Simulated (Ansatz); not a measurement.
## Ge in Ansatz: the effect of functional

The system is Ge.

```
Ge
1.0
    -2.44495    2.59675    1.40761
     2.44495   -2.59675    1.40761
     2.44495    2.59675   -1.40761
Ge
2
Direct
  0.31406 0.06406 0.25000
  0.68594 0.93594 0.75000
```

This isn't the form of Ge at room conditions, which is diamond.

The cell isn't the ideal one: volume scaled by 0.94.

Alike in all runs:

```yaml
Program: Ansatz 0.2.0
Task: single point
Potentials_or_basis: Ansatz PAW
k_mesh: 11 × 11 × 11
Occupations: fermi-dirac, width 0.05 eV
Spin: no spin polarisation
```

```csv
functional,cutoff,pressure (GPa),largest force (eV/Å)
LDA,420 eV (not typed: the program's choice for these potentials),0.3,0.06
PBEsol,420 eV (not typed: the program's choice for these potentials),?,?
r2SCAN,500 eV (not typed: the program's choice for these potentials),3.8,0.08
```

**Question.** What does the run with functional PBEsol give?

**Answer.** Pressure 2.4 GPa; largest force 0.05 eV/Å.

Caveats: the PAW data sets come from PBE, with cores solved anew for the run's functional, which leaves a small shift of forces and pressure.
